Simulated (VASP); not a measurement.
Set up this calculation in VASP 6.6.1, as the native input.

```
Task                   : single point
Functional             : PBEsol
Potentials or basis    : VASP PAW PBE potentials, release 64 (Ag, O)
Cutoff                 : 520 eV
k mesh                 : 5 × 5 × 5
Occupations            : methfessel-paxton, width 0.1 eV
Spin                   : no spin polarisation
Dipole correction      : no
Further INCAR settings : ALGO = Normal; EDIFF = 1e-06; NBANDS = 51
```

The structure of Ag2O3 lies in POSCAR:

```
Ag2O3
1.0
    4.9040000000      0.0000000000      0.0000000000
    0.0000000000      4.9040000000      0.0000000000
    0.0000000000      0.0000000000      4.9040000000
Ag O
4 6
Direct
    0.2500000000      0.2500000000      0.2500000000
    0.2500000000      0.7500000000      0.7500000000
    0.7500000000      0.7500000000      0.2500000000
    0.7500000000      0.2500000000      0.7500000000
    0.5000000000      0.0000000000      0.0000000000
    0.5000000000      0.0000000000      0.5000000000
    0.0000000000      0.5000000000      0.0000000000
    0.5000000000      0.5000000000      0.0000000000
    0.0000000000      0.5000000000      0.5000000000
    0.0000000000      0.0000000000      0.5000000000
```

These files were run (other wordings do the same):

INCAR

```
PREC     = Accurate       # precision mode
ENCUT    = 520            # plane-wave cutoff, eV
EDIFF    = 1E-6           # SCF threshold, eV
ISMEAR   = 1              # smearing method
SIGMA    = 0.1            # smearing width, eV
LREAL    = False          # projectors in reciprocal space
LASPH    = True           # aspherical terms in the spheres
NELM     = 100            # most SCF steps
ALGO     = Normal         # electronic algorithm
ISIF     = 2              # what is computed and relaxed
LWAVE    = False          # write WAVECAR
LCHARG   = False          # write CHGCAR
GGA      = PS             # functional
NBANDS   = 51             # bands
```

KPOINTS

```
Automatic mesh
0
Gamma
  5 5 5
```

Potentials or basis: VASP PAW PBE potentials, release 64 (Ag, O).

Run with:

```sh
$ cat potpaw_PBE.64/Ag/POTCAR potpaw_PBE.64/O/POTCAR > POTCAR
$ mpirun -np 1 vasp_std > vasp.out
```

It gave:

```
Pressure               : 9.3 GPa
Band gap on the k mesh : none (metal or under the smearing width)
```

Caveat: the PAW data sets were made with another functional, which shifts forces and pressure a little.

Run time: 96 s on 1 thread of AMD EPYC 7R43 64-Core Processor (Zen 3) (shared host), peak memory 0.18 GiB.
